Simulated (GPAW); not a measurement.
Crystal: ZrN.

```
CELL_PARAMETERS angstrom
0.00000 2.30000 2.30000
2.30000 0.00000 2.30000
2.30000 2.30000 0.00000
ATOMIC_POSITIONS crystal
Zr 0.50000 0.50000 0.50000
N 0.00000 0.00000 0.00000
```

```yaml
Program: GPAW 26.7.0
Task: relaxation of cell and atoms
Functional: RPBE
Dispersion: D3(BJ)
Potentials_or_basis: the program's PAW data sets (release 1.2.1) made for this functional
Cutoff: 800 eV
Basis: pw
k_mesh: 10 × 10 × 10
Occupations: fermi-dirac, width 0.05 eV
Spin: no spin polarisation
```

At the start: pressure -36.0 GPa; volume 12.17 Å³/atom.

Q: Where does the relaxation end?

A: Over 5 steps the energy falls by 188.5 meV/atom and the volume is 10.63 Å³/atom (-12.6 %); space group Fm-3m (No. 225, to 0.05 Å).

The path:
```tsv
step	energy change (eV)	largest force (eV/Å)	pressure (GPa)	volume (Å³)
1	0.0000	0.0000	-35.99	24.33
2	-0.2536	0.0000	-23.03	22.95
3	-0.3721	0.0000	4.65	20.99
4	-0.3771	0.0000	-0.38	21.29
5	-0.3770	0.0000	-0.01	21.26
```

Final structure:
```
Zr N
1.0
     0.00000    2.19888    2.19888
     2.19888    0.00000    2.19888
     2.19888    2.19888    0.00000
Zr N
1 1
Direct
  0.50000 0.50000 0.50000
  0.00000 0.00000 0.00000
```

Caveat: later steps reuse the first step's grids; the volume moved by -13 % from the deposited cell, more than functionals usually miss; pairwise dispersion overbinds metals, which lowers pressure and volume.
